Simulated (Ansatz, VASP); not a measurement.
**Two plane-wave programs on P**

The input INCAR:

```
SYSTEM = P
PREC = Accurate ; ENCUT = 520
EDIFF = 1E-6 ; ISMEAR = -1
SIGMA = 0.1 ; LREAL = .False.
LASPH = .True. ; NELM = 60
ALGO = Normal ; ISIF = 2
LWAVE = .False. ; LCHARG = .False.
NBANDS = 12
```

KPOINTS

```
regular mesh
0
Gamma
  12 12 12
  0 0 0
```

POSCAR

```
P
1.0
    0.0000000000      2.1515779927      2.1515779927
    2.1515779927      0.0000000000      2.1515779927
    2.1515779927      2.1515779927      0.0000000000
P
2
Direct
   -0.1250000000     -0.1250000000     -0.1250000000
    0.1250000000      0.1250000000      0.1250000000
```

Input for Ansatz:

```yaml
crystal:
  lattice:
    - [0.0, 2.1515779927, 2.1515779927]
    - [2.1515779927, 0.0, 2.1515779927]
    - [2.1515779927, 2.1515779927, 0.0]
  atoms:
    - { symbol: P, position: [-0.125, -0.125, -0.125] }
    - { symbol: P, position: [0.125, 0.125, 0.125] }
kpoints:
  mp_grid: { grid: [12, 12, 12] }
scf:
  occupations: { method: fermi_dirac, width: 0.1 }
hamiltonian:
  xc: lda
  pseudopotentials: { kind: paw }
output:
  forces: true
  stress: true
  eigenvalues: true
  populations: true
```

Change from the starting cell: volume scaled by 0.52, PAW files.

Alike in both runs: task single point; functional LDA; k mesh 12 × 12 × 12; occupations fermi-dirac, width 0.1 eV; no spin polarisation.

|  | VASP | Ansatz |
| --- | --- | --- |
| version | VASP 6.6.1 | Ansatz 0.2.0 |
| potentials or method | VASP PAW LDA potentials, release 64 (P) | PAW with Ansatz's default frozen-core files, scalar-relativistic |
| plane-wave cutoff (eV) | 520 | 420 |
| valence electrons in the cell | 10 | 10 |

|  | VASP | Ansatz | Ansatz less VASP |
| --- | --- | --- | --- |
| pressure (GPa) | 163.9 | 166.7 | +2.77 |

Caveats: the cell as given lies far from equilibrium; so large a pressure means that the cell lies far from this level's equilibrium, or that cutoff or potentials fall short (VASP).
